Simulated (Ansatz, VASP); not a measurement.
## CsH6: VASP beside Ansatz

```xyz
7
Lattice="4.9609 0.0000 0.0000 -2.4804 4.2962 0.0000 0.0000 0.0000 4.5530" Properties=species:S:1:pos:R:3 pbc="T T T"
Cs    0.0000    0.0000    2.2765
H     0.7531    1.3044    1.2124
H    -1.7274    2.9919    1.2124
H     3.4547    0.0000    1.2124
H    -0.7531    1.3044    3.3406
H     1.5062    0.0000    3.3406
H     1.7274    2.9919    3.3406
```

Change from the starting cell: species swapped into the MoCl6 type (P-31m, No. 162).

Alike in both runs: task relaxation of cell and atoms; functional PBE; k mesh 6 × 6 × 4; occupations gaussian, width 0.1 eV; no spin polarisation.

|  | VASP | Ansatz |
| --- | --- | --- |
| version | VASP 6.6.1 | Ansatz 0.2.0 |
| potentials or method | VASP PAW PBE potentials, release 64 (Cs_sv, H) | scalar-relativistic, plane waves, PAW |
| plane-wave cutoff (eV) | 600 | 420 |
| valence electrons in the cell | 15 | 15 |

```tsv
	VASP	Ansatz	Ansatz less VASP
gap on the k mesh at the Fermi level, each at its own relaxed structure (eV)	none	none	-
relaxed volume (Å³/atom)	19.85	23.45	+3.599
relaxed cell length with the largest relative difference (Å)	5.436	6.103	+0.6664
energy change over the relaxation (meV/atom)	-1911	-1912	-0.7
```

A gap of «none» marks a metal or a gap that the smearing closes. One of these differences is far larger than is usual between the two programs; its cause wasn't traced.

Caveats: the volume moved by over 15 % at a fixed basis, so the end points are rough (VASP). The runs have no spin-orbit coupling, so splittings on Cs are missing.
